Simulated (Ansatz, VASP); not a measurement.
RbBr: VASP beside Ansatz

```xyz
2
Lattice="0.0000 3.4608 3.4608 3.4608 0.0000 3.4608 3.4608 3.4608 0.0000" Properties=species:S:1:pos:R:3 pbc="T T T"
Rb    0.0000    0.0000    0.0000
Br    3.4608    3.4608    3.4608
```

Alike in both runs: task single point; functional PBE; k mesh 6 × 6 × 6; no spin polarisation.

```csv
,VASP,Ansatz
version,VASP 6.6.1,Ansatz 0.2.0
potentials or method,"VASP PAW PBE potentials, release 64 (Rb_sv, Br)","plane waves, PAW"
plane-wave cutoff (eV),520,420
occupations,"gaussian, width 0.01 eV",fixed
valence electrons in the cell,16,16
```

VASP gave:

```
gap on the k mesh at the Fermi level (eV) : 4.29
pressure (GPa)                            : 0.6
```

Question: Which values does Ansatz return?

Answer: gap on the k mesh at the Fermi level (eV): 4.29; pressure (GPa): 0.5.

A hybrid or GW would open this gap; PBE tends to underestimate it.
